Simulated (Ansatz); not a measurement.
**One structure, 3 elements: TiB, ZrB, HfB**

Plane-wave DFT in Ansatz with scalar-relativistic PAW potentials, cutoff 500 eV, Γ-centred meshes chosen by cell and gap, Gaussian smearing with energies taken to zero width. Every cell was relaxed (cell and atoms) in a run of its own, within the symmetry of its start. Functional: r2SCAN.

All members share space group Fm-3m and the same sites; only the element on one set of sites changes (Ti, Zr, Hf). Members needn't be the stable form of their composition. Energies over the elements, where given, are against the elements' standard states in the same functional (H₂, N₂, O₂ and halogens uncorrected, Hg as a solid). The first member:

Space group Fm-3m (No. 225). a = 4.528 Å, b = 4.528 Å, c = 4.528 Å, α = 90.00°, β = 90.00°, γ = 90.00°
| atom | site | symmetry | x | y | z |
| --- | --- | --- | --- | --- | --- |
| Ti | 4a | m-3m | 0.0000 | 0.0000 | 0.0000 |
| B | 4b | m-3m | 0.5000 | 0.0000 | 0.0000 |

| compound | V (Å³/atom) | a (Å) | energy over elements (eV/atom) |
| --- | --- | --- | --- |
| TiB | 11.61 | 4.528 | -0.376 |
| HfB | 14.04 | 4.825 | -0.474 |

Task: Predict the member with Zr.

Result: V (Å³/atom) 14.81, a (Å) 4.912, energy over elements (eV/atom) -0.444. Interpolating linearly in period between Ti and Hf would give 12.82 Å³/atom (13.4 % too small), with -0.425 eV/atom over the elements. Over the whole series the volume has no steady trend down the group (least for Ti); all are metallic on the mesh; binding against the elements strengthens. Hf is no larger than Zr here (14.04 against 14.81 Å³/atom), as one expects from the lanthanide contraction and relativistic shrinking of 6s.

Spin-orbit coupling is left out, which matters for the bands of heavy elements.